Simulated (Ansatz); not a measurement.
Runs of Ansatz 0.2.0 on MgO. It takes space group Fm-3m (No. 225, cubic). Conventional cell: a = 4.194 Å, b = 4.194 Å, c = 4.194 Å, α = 90.00°, β = 90.00°, γ = 90.00°. Around Mg (site symmetry m-3m) lie 6 O at 2.10 Å. Around O (site symmetry m-3m) lie 6 Mg at 2.10 Å. The cell is a database's computed one.

```csv
task,level,potentials or basis,spin,cell,k mesh,cutoff (eV),smearing,driver,atoms under strain,eos,other keys,mesh quality,gap on the mesh (eV),pressure (GPa)
Born charges and dielectric tensor,PBE0,Ansatz PAW,off,volume scaled by 0.92,6 × 6 × 6,420,fixed,chain,-,-,-,coarse,8.32,-
elastic constants,PBEsol+D4,PseudoDojo PBEsol stringent,off,as given,9 × 9 × 9,1252,fixed,chain,clamped,-,-,not flagged,4.78,(a)
ladder of functionals,PBEsol,SSSP efficiency PAW,off,as given,11 × 11 × 11,680,gaussian 0.15 eV,-,-,-,-,not flagged,4.75,(b)
electron localisation function,LDA,Ansatz PAW,off,as given,11 × 11 × 11,420,methfessel-paxton 0.01 eV,chain,-,-,scf.occupations.method = methfessel_paxton; …,not flagged,4.78,-4.1
```

Problem. Fill in the values left out.

Solution. (a) 0.6; (b) 2.1.

Caveats: some runs use coarse meshes; odd divisions of the mesh miss points on the zone boundary, where band edges often lie, so the gap on the mesh can be too wide (some runs); the PAW data sets were made with another functional, which shifts forces and pressure a little (some runs); the potentials were made for another functional, which shifts forces and pressure (some runs).

The runs don't all hold the same shells in valence.

Runs at the PBE level aren't shown here.
